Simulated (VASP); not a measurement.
# Mo (Im-3m) in VASP: notebook

The runs below take Mo through relaxation of cell and atoms, with PBE.

All numbers are computed with VASP 6.6.1; they aren't measurements. Logs are shortened: lines on timing, memory, paths and dates and some standing lists are left out, and cuts for length are marked.

## (1) Starting point

It takes space group Im-3m (No. 229, cubic). The conventional cell has a = 3.147 Å, b = 3.147 Å, c = 3.147 Å, α = 90.00°, β = 90.00°, γ = 90.00°. Around Mo (site symmetry m-3m) lie 8 Mo at 2.73 Å.

## (2) Relaxation of cell and atoms, PBE

INCAR

```
  PREC = Accurate
  ENCUT = 520
  EDIFF = 1E-7
  ISMEAR = 0
  SIGMA = 0.1
  LREAL = False
  LASPH = True
  NELM = 80
  ALGO = Fast
  ISIF = 3
  LWAVE = False
  LCHARG = False
  GGA = PE
  IBRION = 2
  NSW = 80
  EDIFFG = -0.002
```

KPOINTS

```
Automatic mesh
0
Gamma
  18 18 18
```

POSCAR

```
Mo
1.0
   -1.5734150000      1.5734150000      1.5734150000
    1.5734150000     -1.5734150000      1.5734150000
    1.5734150000      1.5734150000     -1.5734150000
Mo
1
Direct
    0.0000000000      0.0000000000      0.0000000000
```

Potentials or basis: VASP PAW PBE potentials, release 64 (Mo_sv).

On the command line:

```console
> cat potpaw_PBE.64/Mo_sv/POTCAR > POTCAR
> mpirun -np 1 vasp_std > vasp.out
```

OUTCAR:

```text
PREC = Accurate
   ENCUT = 520
   EDIFF = 1E-7
   ISMEAR = 0
   LREAL = False
   LASPH = True
   NELM = 80
   ISIF = 3
   GGA = PE
   IBRION = 2
   NSW = 80
   EDIFFG = -0.002

 ion  position               nearest neighbor table
   1  0.000  0.000  0.000-

  LATTYP: Found a body centered cubic cell.
 ALAT       =     3.1468300000

  Lattice vectors:

 A1 = (  -1.5734150000,   1.5734150000,   1.5734150000)
 A2 = (   1.5734150000,  -1.5734150000,   1.5734150000)
 A3 = (   1.5734150000,   1.5734150000,  -1.5734150000)

Analysis of symmetry for initial positions (statically):
=====================================================================
 Subroutine PRICEL returns:
 Original cell was already a primitive cell.

 Routine SETGRP: Setting up the symmetry group for a
 body centered cubic supercell.

 Subroutine GETGRP returns: Found 48 space group operations
 (whereof 48 operations were pure point group operations)
 out of a pool of 48 trial point group operations.

The static configuration has the point symmetry O_h .

Analysis of symmetry for dynamics (positions and initial velocities):
=====================================================================
 Subroutine PRICEL returns:
 Original cell was already a primitive cell.

 Routine SETGRP: Setting up the symmetry group for a
 body centered cubic supercell.

 Subroutine GETGRP returns: Found 48 space group operations
 (whereof 48 operations were pure point group operations)
 out of a pool of 48 trial point group operations.

The dynamic configuration has the point symmetry O_h .

 Subroutine INISYM returns: Found 48 space group operations
 (whereof 48 operations are pure point group operations),
 and found     1 'primitive' translations

----------------------------------------------------------------------------------------

                                     Primitive cell

  volume of cell :      15.5808

  direct lattice vectors                    reciprocal lattice vectors
    -1.573415000  1.573415000  1.573415000     0.000000000  0.317780115  0.317780115
     1.573415000 -1.573415000  1.573415000     0.317780115  0.000000000  0.317780115
     1.573415000  1.573415000 -1.573415000     0.317780115  0.317780115  0.000000000

  length of vectors
     2.725234721  2.725234721  2.725234721     0.449408949  0.449408949  0.449408949

  position of ions in fractional coordinates (direct lattice)
[... 98 lines left out ...]
  volume/ion in A,a.u.               =      15.58       105.14
  Fermi-wavevector in a.u.,A,eV,Ry     =   1.579747  2.985289 33.954710  2.495601
  Thomas-Fermi vector in A             =   2.680079
   LORBIT       =      0    0 simple, 1 ext, 2 COOP (PROOUT), +10 PAW based schemes
   GGA     = PE    functional components
   LHFCALC =     F    Hartree Fock is set to
   AEXX    =    0.0000 exact exchange contribution
   IVDW    =     0    specifies the selected vdW correction
   LEPSILON=     F    determine dielectric tensor
   LRPA    =     F    only Hartree local field effects (RPA)
 conjugate gradient relaxation of ions
 non-spin polarized calculation
 RMM-DIIS sequential band-by-band and
 Gauss-broadening in eV      SIGMA  =   0.10
  energy-cutoff  :      520.00
  volume of cell :       15.58
 maximum number of plane-waves:       432
   NGX = 11   NGY = 11   NGZ = 11

--------------------------------------- Ionic step        1  -------------------------------------------

 number of electron      14.0000001 magnetization

 Free energy of the ion-electron system (eV)
  ---------------------------------------------------
  ext. energy  EPLUGINS =         0.00000000
  ---------------------------------------------------
  free energy    TOTEN  =       -10.93204043 eV

  energy without entropy =      -10.92954807  energy(sigma->0) =      -10.93079425

------------------------ aborting loop because EDIFF is reached ----------------------------------------

  FORCE on cell =-STRESS in cart. coord.  units (eV):
  Direction    XX          YY          ZZ          XY          YZ          ZX
  --------------------------------------------------------------------------------------
  -------------------------------------------------------------------------------------
  Total        0.3887521      0.3887521      0.3887521      0.0000000      0.0000000     -0.0000000
  in kB       39.9754619     39.9754619     39.9754619      0.0000000      0.0000000     -0.0000000
  external PRESSURE =      39.9754619 kB  Pullay stress =       0.0000000 kB
[... 92 lines left out ...]
--------------------------------------- Ionic step        4  -------------------------------------------

 number of electron      14.0000004 magnetization

 Free energy of the ion-electron system (eV)
  ---------------------------------------------------
  ext. energy  EPLUGINS =         0.00000000
  ---------------------------------------------------
  free energy    TOTEN  =       -10.93490948 eV

  energy without entropy =      -10.93223383  energy(sigma->0) =      -10.93357166

 E-fermi :  12.4251     XC(G=0): -13.3253

 val. band max:       12.4034863828   @ k =   0.3889   0.1111   0.0000
 cond. band min:      12.4294431230   @ k =  -0.3889   0.4444   0.2778
 fundamental gap:      0.0259567403
 Fermi energy:        12.4251283333

 k-point     1 :       0.0000    0.0000    0.0000
  band No.  band energies     occupation
      1     -48.8717      2.00000
      2     -22.1642      2.00000
      3     -22.1642      2.00000
      4     -22.1642      2.00000
      5       5.2107      2.00000
      6      11.0660      2.00000
      7      11.0660      2.00000
      8      11.0660      2.00000
      9      14.0492      0.00000
     10      14.0492      0.00000
     11      27.2223      0.00000
[... 309 lines left out ...]
 k-point    24 :       0.3889    0.1111    0.0000
  band No.  band energies     occupation
      1     -48.6190      2.00000
      2     -23.4300      2.00000
      3     -22.6326      2.00000
      4     -22.2334      2.00000
      5       7.5601      2.00000
      6       9.2151      2.00000
      7      12.4035      1.24044
      8      13.9488      0.00000
      9      15.0638      0.00000
     10      17.7133      0.00000
     11      23.9662      0.00000

 [... further k-points ...]

------------------------ aborting loop because EDIFF is reached ----------------------------------------

  FORCE on cell =-STRESS in cart. coord.  units (eV):
  Direction    XX          YY          ZZ          XY          YZ          ZX
  --------------------------------------------------------------------------------------
  -------------------------------------------------------------------------------------
  Total        0.0019979      0.0019979      0.0019979      0.0000000      0.0000000      0.0000000
  in kB        0.2024216      0.2024216      0.2024216      0.0000000      0.0000000      0.0000000
  external PRESSURE =       0.2024216 kB  Pullay stress =       0.0000000 kB
[... 16 lines left out ...]
  FREE ENERGIE OF THE ION-ELECTRON SYSTEM (eV)
  ---------------------------------------------------
  free  energy   TOTEN  =       -10.9349094783 eV

  energy  without entropy=      -10.9322338331  energy(sigma->0) =      -10.93357166

 reached required accuracy - stopping structural energy minimisation
```

OSZICAR:

```text
N       E                     dE             d eps       ncg     rms          rms(c)
DAV:   1     0.895179646243E+02    0.89518E+02   -0.83313E+03  4333   0.130E+03
DAV:   2    -0.102758548412E+02   -0.99794E+02   -0.96290E+02  4659   0.341E+02
[... 42 lines left out ...]
DAV:   1    -0.109349252323E+02   -0.16425E-04   -0.40680E-04  4881   0.287E-01    0.428E-02
RMM:   2    -0.109349095372E+02    0.15695E-04   -0.30447E-05  4290   0.608E-02    0.821E-03
RMM:   3    -0.109349086999E+02    0.83730E-06   -0.75762E-06  4285   0.290E-02    0.768E-03
RMM:   4    -0.109349097279E+02   -0.10280E-05   -0.59869E-07  4108   0.936E-03    0.410E-03
RMM:   5    -0.109349095017E+02    0.22615E-06   -0.26715E-07  3139   0.653E-03    0.220E-04
RMM:   6    -0.109349094783E+02    0.23424E-07   -0.33503E-08  2293   0.240E-03
   4 F= -.10934909E+02 E0= -.10933572E+02  d E =-.286905E-02
```

Run time: 34 s. Hardware: 1 thread of Intel Xeon 6975P-C (Granite Rapids), shared host; peak memory 0.15 GiB.

What came out:

```
Free energy                            : -10.9349 eV
Relaxed volume                         : 15.81 Å³/atom
Relaxed cell                           : a = 2.739 Å, b = 2.739 Å, c = 2.739 Å, α = 109.47°, β = 109.47°, γ = 109.47°
Space group after relaxing (to 0.05 Å) : Im-3m (No. 229)
Energy gained by relaxing              : 2.9 meV/atom
Ionic steps                            : 4
Pressure after relaxing                : 0.0 GPa
Band gap on the k mesh                 : none (metal or under the smearing width)
```

Step by step:
```csv
step,energy change (eV),largest force (eV/Å),pressure (GPa),volume (Å³)
1,0.0000,0.0000,4.00,15.58
2,0.0178,0.0000,-9.68,16.47
3,-0.0029,0.0000,-0.04,15.82
4,-0.0029,0.0000,0.02,15.81
```

Final structure:
```cif
data_structure
_symmetry_space_group_name_H-M 'P 1'
_symmetry_Int_Tables_number 1
_cell_length_a 2.7387
_cell_length_b 2.7387
_cell_length_c 2.7387
_cell_angle_alpha 109.471
_cell_angle_beta 109.471
_cell_angle_gamma 109.471
_cell_volume 15.81
loop_
_atom_site_label
_atom_site_type_symbol
_atom_site_fract_x
_atom_site_fract_y
_atom_site_fract_z
_atom_site_occupancy
Mo1 Mo 0.00000 0.00000 0.00000 1
```

Levels at points of the mesh, in eV from the Fermi level:
```tsv
k point	band 5	band 6	band 7	band 8	band 9	band 10
(0.00, 0.00, 0.00)	-7.21	-1.36	-1.36	-1.36	1.62	1.62
(0.50, 0.00, 0.00)	-5.27	-3.36	1.57	1.65	2.27	4.65
(0.50, 0.50, 0.50)	-5.37	-5.37	3.90	3.90	3.90	8.96
```

## (3) Relaxation of cell and atoms, PBE

This run uses another cell than the first one, of 15.81 Å³/atom, 1.015 times its volume.

INCAR is that of step 2.

KPOINTS is that of step 2.

POSCAR

```
Mo                                      
1.0
   -1.5812120322      1.5812120322      1.5812120322
    1.5812120322     -1.5812120322      1.5812120322
    1.5812120322      1.5812120322     -1.5812120322
  Mo            
     1
Direct
     0.0000000000000000    0.0000000000000000    0.0000000000000000
```

Potentials or basis: VASP PAW PBE potentials, release 64 (Mo_sv).

On the command line:

```console
> cat potpaw_PBE.64/Mo_sv/POTCAR > POTCAR
> mpirun -np 1 vasp_std > vasp.out
```

Wall time 11 s (1 thread of Intel Xeon 6975P-C (Granite Rapids), shared host); peak memory 0.15 GiB.

The run converged. Its results:

| Property | Result |
| --- | --- |
| Free energy | -10.9350 eV |
| Pressure after relaxing | 0.0 GPa |
| Band gap on the k mesh | none (metal or under the smearing width) |

Final structure:
```
CELL_PARAMETERS angstrom
-1.58121 1.58121 1.58121
1.58121 -1.58121 1.58121
1.58121 1.58121 -1.58121
ATOMIC_POSITIONS crystal
Mo 0.00000 0.00000 0.00000
```

Levels at points of the mesh, in eV from the Fermi level:
```csv
k point,band 5,band 6,band 7,band 8,band 9,band 10
"(0.00, 0.00, 0.00)",-7.21,-1.36,-1.36,-1.36,1.62,1.62
"(0.50, 0.00, 0.00)",-5.27,-3.36,1.57,1.65,2.27,4.65
"(0.50, 0.50, 0.50)",-5.37,-5.37,3.90,3.90,3.90,8.96
```

Caveat: the relaxation stopped at its first step, so nothing moved.
